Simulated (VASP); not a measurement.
# SnO in VASP: notebook

The runs below take SnO through single point, with PBE.

Program: VASP 6.6.1. These are calculated values, not measurements. Logs are shortened: lines on timing, memory, paths and dates and some standing lists are left out, and cuts for length are marked.

## Step 1: The structure

The cell holds a slab with vacuum, 4 atoms: a = 3.799 Å, b = 3.799 Å, c = 8.736 Å, α = 90.00°, β = 90.00°, γ = 97.68°.

## Step 2: Single point, PBE

File INCAR:

```
  ALGO = Normal
  DIPOL = 0.5 0.5 0.500
  EDIFF = 1E-7
  ENCUT = 460
  GGA = PE
  IDIPOL = 3
  ISIF = 2
  ISMEAR = 0
  LASPH = T
  LCHARG = F
  LDIPOL = T
  LREAL = F
  LVACPOTAV = T
  LVHAR = T
  LWAVE = F
  NBANDS = 32
  NELM = 120
  PREC = Accurate
  SIGMA = 0.05
```

File KPOINTS:

```
k-points
0
Gamma
  5 5 1
```

File POSCAR:

```
SnO
1.0
    3.7986313300      0.0000000000      0.0000000000
   -0.5079724300      3.7645137800      0.0000000000
    0.0000000000      0.0000000000      8.7355200000
Sn O
2 2
Direct
    0.0000000000      0.0000000000      0.3453349085
    0.4410000000      0.5590000000      0.6584839826
    0.0700000000      0.5700000000      0.4980905544
    0.4300000000      0.9300000000      0.4980905544
```

Potentials or basis: VASP PAW PBE potentials, release 64 (Sn_d, O).

On the command line:

```bash
$ cat potpaw_PBE.64/Sn_d/POTCAR potpaw_PBE.64/O/POTCAR > POTCAR
$ mpirun -np 1 vasp_std > vasp.out
```

OUTCAR:

```text
EDIFF = 1E-7
   ENCUT = 460
   GGA = PE
   ISIF = 2
   ISMEAR = 0
   LASPH = T
   LREAL = F
   NELM = 120
   PREC = Accurate

 Found      9 irreducible k-points:

 Following reciprocal coordinates:
            Coordinates               Weight
  0.000000  0.000000  0.000000      1.000000
  0.200000 -0.000000  0.000000      4.000000
  0.400000 -0.000000  0.000000      4.000000
  0.200000  0.200000  0.000000      2.000000
  0.400000  0.200000  0.000000      4.000000
 -0.400000  0.200000  0.000000      4.000000
   k-points           NKPTS =      9   k-points in BZ     NKDIM =      9   number of bands    NBANDS=     32
   number of dos      NEDOS =    301   number of ions     NIONS =      4
   total plane-waves  NPLWV =  50176
   dimension x,y,z NGX =    28 NGY =   28 NGZ =   64
   dimension x,y,z NGXF=    56 NGYF=   56 NGZF=  128
   ions per type =               2   2
   NGX,Y,Z   is equivalent  to a cutoff of  12.25, 12.25, 12.18 a.u.
   NGXF,Y,Z  is equivalent  to a cutoff of  24.51, 24.51, 24.36 a.u.
 SYSTEM =  unknown system
   PREC   = accura    normal or accurate (medium, high low for compatibility)
   ISTART =      0    job   : 0-new  1-cont  2-samecut
   ICHARG =      2    charge: 1-file 2-atom 10-const
   ISPIN  =      1    spin polarized calculation?
   LNONCOLLINEAR =      F non collinear calculations
   LSORBIT =      F    spin-orbit coupling
   LASPH  =      T    aspherical Exc in radial PAW
   ENCUT  =  460.0 eV  33.81 Ry    5.81 a.u.   6.64  6.64 15.28*2*pi/ulx,y,z
   NELM   =    120;   NELMIN=  2; NELMDL= -5     # of ELM steps
   EDIFF  = 0.1E-06   stopping-criterion for ELM
   LREAL  =      F    real-space projection
   EDIFFG = 0.1E-05   stopping-criterion for IOM
   NSW    =      0    number of steps for IOM
   IBRION =     -1    ionic relax: 0-MD 1-quasi-New 2-CG
   NFREE  =      0    steps in history (QN), initial steepest desc. (CG)
   ISIF   =      2    stress and relaxation
   ISYM   =      2    0-nonsym 1-usesym 2-fastsym
   POTIM  = 0.5000    time-step for ionic-motion
   TEBEG  =    0.0;   TEEND  =   0.0 temperature during run
   PSTRESS=    0.0 pullay stress
   NELECT =      40.0000    total number of electrons
   NUPDOWN=      -1.0000    fix difference up-down
   EMIN   =  10.00;   EMAX   =-10.00  energy-range for DOS
   EFERMI =   0.00;   METHOD = LEGACY
   ISMEAR =     0;   SIGMA  =   0.05  broadening in eV -4-tet -1-fermi 0-gaus
   EFERMI_NEDOS =   21; number of points for ismear=-14 and -15
   IALGO  =     38    algorithm
   IMIX   =      4    mixing-type and parameters
     AMIX     =   0.40;   BMIX     =  1.00
     AMIX_MAG =   1.60;   BMIX_MAG =  1.00
  volume/ion in A,a.u.               =      31.23       210.75
  Fermi-wavevector in a.u.,A,eV,Ry     =   1.120005  2.116502 17.067295  1.254411
  Thomas-Fermi vector in A             =   2.256648
   LORBIT       =      0    0 simple, 1 ext, 2 COOP (PROOUT), +10 PAW based schemes
   GGA     = PE    functional components
   LHFCALC =     F    Hartree Fock is set to
   AEXX    =    0.0000 exact exchange contribution
   IVDW    =     0    specifies the selected vdW correction
   LEPSILON=     F    determine dielectric tensor
   LRPA    =     F    only Hartree local field effects (RPA)
 non-spin polarized calculation
 Gauss-broadening in eV      SIGMA  =   0.05
  energy-cutoff  :      460.00
  volume of cell :      124.92
 maximum number of plane-waves:      2821
   NGX = 13   NGY = 13   NGZ = 31

 dipolmoment           0.000000      0.000000     -0.001212 electrons x Angstroem

 number of electron      39.9999997 magnetization

 dipolmoment           0.000000      0.000000      0.001313 electrons x Angstroem

 Free energy of the ion-electron system (eV)
  ---------------------------------------------------
  ext. energy  EPLUGINS =         0.00000000
  ---------------------------------------------------
  free energy    TOTEN  =       -18.73633730 eV

  energy without entropy =      -18.73629617  energy(sigma->0) =      -18.73631674

 E-fermi :   3.2732     XC(G=0):  -7.0200

 val. band max:        3.1643527295   @ k =  -0.2000   0.2000   0.0000
 cond. band min:       3.3916576026   @ k =   0.4000   0.2000   0.0000
 fundamental gap:      0.2273048731
 Fermi energy:         3.2732149951

 k-point     1 :       0.0000    0.0000    0.0000
  band No.  band energies     occupation
      1     -19.7491      2.00000
      2     -19.4063      2.00000
      3     -19.2259      2.00000
      4     -19.1925      2.00000
      5     -19.1692      2.00000
      6     -19.1673      2.00000
[... 24 lines left out ...]
     31      11.6016      0.00000
     32      11.8806      0.00000

 k-point     2 :       0.2000   -0.0000    0.0000
  band No.  band energies     occupation
      1     -19.7793      2.00000
      2     -19.3868      2.00000
      3     -19.2162      2.00000
      4     -19.1960      2.00000
      5     -19.1715      2.00000
      6     -19.1701      2.00000
[... 24 lines left out ...]
     31      12.0823      0.00000
     32      12.9328      0.00000

 k-point     3 :       0.4000   -0.0000    0.0000
  band No.  band energies     occupation
      1     -19.8219      2.00000
      2     -19.3664      2.00000
      3     -19.2068      2.00000
      4     -19.2007      2.00000
      5     -19.1754      2.00000
      6     -19.1698      2.00000
[... 24 lines left out ...]
     31      11.8927      0.00000
     32      12.4613      0.00000

 k-point     4 :       0.2000    0.2000    0.0000
  band No.  band energies     occupation
      1     -19.8086      2.00000
      2     -19.3617      2.00000
      3     -19.2082      2.00000
      4     -19.2007      2.00000
      5     -19.1712      2.00000
      6     -19.1622      2.00000
[... 24 lines left out ...]
     31      12.5180      0.00000
     32      13.5724      0.00000

 k-point     5 :       0.4000    0.2000    0.0000
  band No.  band energies     occupation
      1     -19.8443      2.00000
      2     -19.3566      2.00000
      3     -19.2085      2.00000
      4     -19.1960      2.00000
      5     -19.1761      2.00000
      6     -19.1639      2.00000
[... 24 lines left out ...]
     31      11.6219      0.00000
     32      12.2296      0.00000

 k-point     6 :      -0.4000    0.2000    0.0000
  band No.  band energies     occupation
      1     -19.8409      2.00000
      2     -19.3698      2.00000
      3     -19.2082      2.00000
      4     -19.1942      2.00000
      5     -19.1788      2.00000
      6     -19.1664      2.00000
[... 24 lines left out ...]
     31      12.0542      0.00000
     32      12.4557      0.00000

 [... further k-points ...]

------------------------ aborting loop because EDIFF is reached ----------------------------------------

  FORCE on cell =-STRESS in cart. coord.  units (eV):
  Direction    XX          YY          ZZ          XY          YZ          ZX
  --------------------------------------------------------------------------------------
  -------------------------------------------------------------------------------------
  Total        6.5713495      8.8277826     -1.1902434      8.3610575     -2.7524870      3.1488347
  in kB       84.2830704    113.2237178    -15.2658704    107.2375774    -35.3029546     40.3864466
  external PRESSURE =      60.7469726 kB  Pullay stress =       0.0000000 kB

 VOLUME and BASIS-vectors are now :
 -----------------------------------------------------------------------------
  energy-cutoff  :      460.00
  volume of cell :      124.92
      direct lattice vectors                 reciprocal lattice vectors
     3.798631330  0.000000000  0.000000000     0.263252712  0.035522548  0.000000000
    -0.507972430  3.764513780  0.000000000     0.000000000  0.265638555  0.000000000
     0.000000000  0.000000000  8.735520000     0.000000000  0.000000000  0.114475154

 POSITION                                       TOTAL-FORCE (eV/Angst)
 -----------------------------------------------------------------------------------
      0.00000      0.00000      3.01668        -0.729992      0.638105      1.464356
      1.39124      2.10436      5.75220         1.592471     -1.392020      0.667395
     -0.02364      2.14577      4.35108        -6.608931     -6.690323     -1.065875
      1.16100      3.50100      4.35108         5.746453      7.444237     -1.065875
 -----------------------------------------------------------------------------------
    total drift:                                0.000565     -0.000493      0.001052

  FREE ENERGIE OF THE ION-ELECTRON SYSTEM (eV)
  ---------------------------------------------------
  free  energy   TOTEN  =       -18.7363373004 eV

  energy  without entropy=      -18.7362961728  energy(sigma->0) =      -18.73631674
```

Run time: 25 s. Hardware: 1 thread of AMD EPYC 9R45 (Zen 5), shared host; peak memory 0.18 GiB.

These settings aren't checked as converged: the numbers below hold their error.

Results:

| Property | Result |
| --- | --- |
| Free energy | -18.7363 eV |
| Largest force | 9.464 eV/Å |
| Band gap on the k mesh | 0.23 eV, indirect (least direct gap 0.36 eV) |

Caveat: the cutoff is under 1.25 times the usual one of these potentials, so pressure, stress and relaxed cells hold a basis-set (Pulay) error; spin-orbit coupling is left out, which moves the levels of the heavy elements.

[end of part 1 of 2]
